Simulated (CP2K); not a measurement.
MgO under changes of volume

One of the cells (10.016 Å³/atom); the others are scaled copies at fixed shape and fractional positions:

```
CELL_PARAMETERS angstrom
2.93802 0.00000 0.00000
-1.46901 2.54440 0.00000
0.00000 0.00000 2.67968
ATOMIC_POSITIONS crystal
Mg 0.00000 0.00000 0.00000
O 0.33333 0.66667 0.50000
```

Measurements of this composition are mostly on another form, of space group No. 225.

* Program: CP2K 2026.2
* Functional: LDA
* Potentials or basis: GTH_POTENTIALS Mg GTH-PADE-q10, O GTH-PADE-q6; TZVP-MOLOPT-PBE-GTH basis
* Density cutoff: 19048 eV
* k mesh: 10 × 10 × 10
* Occupations: gaussian, width 0.05 eV
* Spin: no spin polarisation

```tsv
volume (Å³/atom)	energy over the lowest point (meV/atom)	pressure (GPa)	gap on the mesh (eV)
9.415	1.86	3.2	3.42
9.615	0.00	-0.2	3.25
9.816	2.16	-3.2	3.09
10.016	?	?	?
10.216	17.00	-8.4	2.79
10.417	28.89	-10.6	2.64
10.617	43.38	-12.6	2.51
```

**Question.** What does the run at 10.016 Å³/atom give?

**Answer.** Energy over the lowest point 8.02 meV/atom; pressure -5.9 GPa; gap on the mesh 2.93 eV.

Worked out: A Birch-Murnaghan fit of order 3 (a polynomial in V^(-2/3)) to the other rows has its minimum at 9.60 Å³/atom with B0 = V·E''(V) = 156 GPa and B' = 4.5 at fixed shape and positions, which overstates the stiffness. It gives 7.97 meV/atom at 10.016 Å³/atom, against the run's 8.02, and -dE/dV = -6.0 GPa, against -5.9. A straight line through the other rows of the gap, of slope -7.58 eV per unit of ln V, gives 2.94 eV, against the run's 2.93.

Energies are extrapolated to zero smearing.

Caveats: the basis of atomic orbitals isn't converged, which shifts pressures, moduli and gaps.

A mesh can miss the band edges.
